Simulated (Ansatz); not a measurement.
HCOOH on the (100) surface of TiB₂, space group P6/mmm (No. 191) (top face towards +c; held atoms: 1, 2, 3, 4, 5, 6, 7, 8, 9, 10, 11, 12, 13, 14, 15, 16), one molecule per 38.2 Å². Starting structure (upright, lowest atom H over a bridge Ti-B site; the molecule's atoms stand last):

```
CELL_PARAMETERS angstrom
6.00746 0.00000 0.00000
0.00000 6.36331 0.00000
0.00000 0.00000 27.83191
ATOMIC_POSITIONS crystal
B 0.50000 0.25000 0.28744
B 0.50000 0.75000 0.28744
B 0.00000 0.25000 0.28744
B 0.00000 0.75000 0.28744
Ti 0.25000 0.00000 0.31859
Ti 0.25000 0.50000 0.31859
Ti 0.75000 0.00000 0.31859
Ti 0.75000 0.50000 0.31859
B 0.50000 0.25000 0.34975
B 0.50000 0.75000 0.34975
B 0.00000 0.25000 0.34975
B 0.00000 0.75000 0.34975
B 0.75000 0.25000 0.38090
B 0.75000 0.75000 0.38090
B 0.25000 0.25000 0.38090
B 0.25000 0.75000 0.38090
Ti 0.50000 0.00000 0.41260
Ti 0.50000 0.50000 0.41260
Ti 0.00000 0.00000 0.41260
Ti 0.00000 0.50000 0.41260
B 0.75000 0.25000 0.44388
B 0.75000 0.75000 0.44388
B 0.25000 0.25000 0.44388
B 0.25000 0.75000 0.44388
B 0.00000 0.25000 0.47499
B 0.00000 0.75000 0.47499
B 0.50000 0.25000 0.47499
B 0.50000 0.75000 0.47499
Ti 0.75000 0.00000 0.50900
Ti 0.75000 0.50000 0.50900
Ti 0.25000 0.00000 0.50900
Ti 0.25000 0.50000 0.50900
B 0.00000 0.25000 0.53541
B 0.00000 0.75000 0.53541
B 0.50000 0.25000 0.53541
B 0.50000 0.75000 0.53541
O 0.66868 0.88876 0.69516
C 0.73847 0.91073 0.64780
O 0.93305 0.97203 0.63856
H 0.77284 0.92158 0.72279
H 0.62500 0.87500 0.61877
```

Computed with Ansatz 0.2.0, DFT PBE+D3(BJ), scalar-relativistic, plane waves, PAW. Cutoff 420 eV; k points 3×3×1 on the computed 41-atom cell (Γ-centred); Gaussian smearing, width 0.10 eV; no spin polarisation. A dipole correction removes the field between periodic images along c.

E_ads is per molecule, from the clean relaxed slab and the free relaxed molecule; negative means bound; no zero-point or thermal terms, forces under 0.04 eV/Å, and the free molecule is spin-polarised where open-shell. Heights count from the highest slab atom.

Problem. How strongly does it adsorb?

Solution. -0.25 eV.

Problem. Does the molecule survive, and how close does it come to the surface?

Solution. It stays whole. Its lowest atom lies 2.29 Å over the highest slab atom; shortest contacts H–B 2.50 Å.

Problem. How do the dipole along +c and the top face's work function change?

Solution. The dipole changes by +0.358 e·Å a cell, the work function by -1.70 eV.

Each end is the local minimum that its start leads to.

Spin polarisation was left out, and a magnetic state may lie lower.